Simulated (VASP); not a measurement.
Wanted: the native input for a VASP 6.6.1 run.

```yaml
Task: single point
Functional: PBEsol
Potentials_or_basis: VASP PAW PBE potentials, release 64 (Rb_sv, Br)
Cutoff: 520 eV
k_mesh: 6 × 6 × 6
Occupations: gaussian, width 0.02 eV
Spin: no spin polarisation
Dipole_correction: no
Further_INCAR_settings: ALGO = Normal; EDIFF = 1e-06; NBANDS = 15
```

The structure of RbBr lies in POSCAR:

```
RbBr
1.0
    4.0701685478      0.0000000000      0.0000000000
    0.0000000000      4.0701685478      0.0000000000
    0.0000000000      0.0000000000      4.0701685478
Rb Br
1 1
Direct
    0.0000000000      0.0000000000      0.0000000000
    0.5000000000      0.5000000000      0.5000000000
```

The cell comes from a database or a generator and needn't be the stable form of this composition.

One way to write it, as run:

INCAR

```
SYSTEM = RbBr
ALGO = Normal
EDIFF = 1E-6
ENCUT = 520
GGA = PS
ISIF = 2
ISMEAR = 0
LASPH = .TRUE.
LCHARG = .FALSE.
LREAL = .FALSE.
LWAVE = .FALSE.
NBANDS = 15
NELM = 100
PREC = Accurate
SIGMA = 0.02
```

KPOINTS

```
k-points
0
G
  6 6 6
  0 0 0
```

Potentials or basis: VASP PAW PBE potentials, release 64 (Rb_sv, Br).

Run with:

```console
$ cat potpaw_PBE.64/Rb_sv/POTCAR potpaw_PBE.64/Br/POTCAR > POTCAR
$ mpirun -np 1 vasp_std > vasp.out
```

It gave:

```yaml
Pressure: 0.1 GPa
Band_gap_on_the_k_mesh: 4.04 eV, indirect (least direct gap 4.20 eV)
```

Caveat: the PAW data sets were made with another functional, which shifts forces and pressure a little.

Wall time 8.8 s on 1 thread of Intel(R) Xeon(R) 6975P-C (Granite Rapids) (shared host), peak memory 0.17 GiB.
